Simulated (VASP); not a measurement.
Runs of VASP 6.6.1 on GaP. The structure is cubic, space group F-43m (No. 216). The conventional cell has a = 5.451 Å, b = 5.451 Å, c = 5.451 Å, α = 90.00°, β = 90.00°, γ = 90.00°. Ga (site symmetry -43m) has 4 P at 2.36 Å as nearest neighbours. P (site symmetry -43m) has 4 Ga at 2.36 Å as nearest neighbours. 

| task | level | potentials or basis | spin | cell | k mesh | cutoff (eV) | smearing | grid for exact exchange (PRECFOCK) | exchange at q = 0 | mesh quality | gap on the mesh (eV) | pressure (GPa) | relaxed volume (Å³/atom) |
| --- | --- | --- | --- | --- | --- | --- | --- | --- | --- | --- | --- | --- | --- |
| relaxation of cell and atoms | LDA | VASP PAW LDA potentials, release 64 (Ga_d, P) | off | relaxed | 8 × 8 × 8 | 600 | fermi-dirac 0.05 eV | - | - | not flagged | 1.43 | 0.0 | (c) |
| single point | PBE | VASP PAW PBE potentials, release 64 (Ga_d, P) | off | as given | 8 × 8 × 8 | 520 | gaussian 0.014 eV | - | - | not flagged | 1.64 | 2.4 | - |
| band structure | PBEsol | VASP PAW PBE potentials, release 64 (Ga_d, P) | off | as given | 8 × 8 × 8 | 520 | fermi-dirac 0.05 eV | - | - | not flagged | 1.52 | (b) | - |
| relaxation of cell and atoms | PBEsol | VASP PAW PBE potentials, release 64 (Ga_d, P) | off | relaxed | 8 × 8 × 8 | 600 | fermi-dirac 0.05 eV | - | - | not flagged | 1.50 | 0.0 | 20.09 |
| band structure | PBE | VASP PAW PBE potentials, release 64 (Ga_d, P) | SOC, no magnetisation | as given | 6 × 6 × 6 | 520 | fermi-dirac 0.05 eV | - | - | not flagged | - | 2.5 | - |
| band structure | PBE | VASP PAW PBE potentials, release 64 (Ga_d, P) | off | as given | 8 × 8 × 8 | 520 | fermi-dirac 0.05 eV | - | - | not flagged | 1.64 | - | - |
| band structure | PBE0 | VASP PAW PBE potentials, release 64 (Ga_d, P) | off | as given | 4 × 4 × 4 | 520 | fermi-dirac 0.05 eV | Fast | default | coarse | 3.04 | 0.6 | - |
| relaxation of cell and atoms | PBE | VASP PAW PBE potentials, release 64 (Ga_d, P) | off | relaxed | 8 × 8 × 8 | 600 | fermi-dirac 0.05 eV | - | - | not flagged | (d) | 0.0 | 20.86 |
| single point | PBE0 | VASP PAW PBE potentials, release 64 (Ga_d, P) | SOC, no magnetisation | as given | 4 × 4 × 4 | 520 | fermi-dirac 0.05 eV | Fast | default | coarse | - | 0.6 | - |
| band structure | LDA | VASP PAW LDA potentials, release 64 (Ga_d, P) | off | as given | 8 × 8 × 8 | 520 | fermi-dirac 0.05 eV | - | - | not flagged | 1.49 | (a) | - |
| single point | PBE | VASP PAW PBE potentials, release 64 (Ga_d, P) | off | as given | 8 × 8 × 8 | 520 | gaussian 0.011 eV | - | - | not flagged | 1.64 | 2.5 | - |

Question: Estimate the missing entries.

Answer: (a) -2.6; (b) -0.6; (c) 19.61; (d) 1.58.

Caveats: some runs use coarse meshes; the PAW data sets were made with another functional, which shifts forces and pressure a little (some runs); an unscreened hybrid on a path of extra k points without a Coulomb cutoff has errors near the mesh points, so the bands along the path aren't reliable (some runs).

A k mesh can miss the band edges, and rows without SOC leave out spin-orbit coupling on Ga.
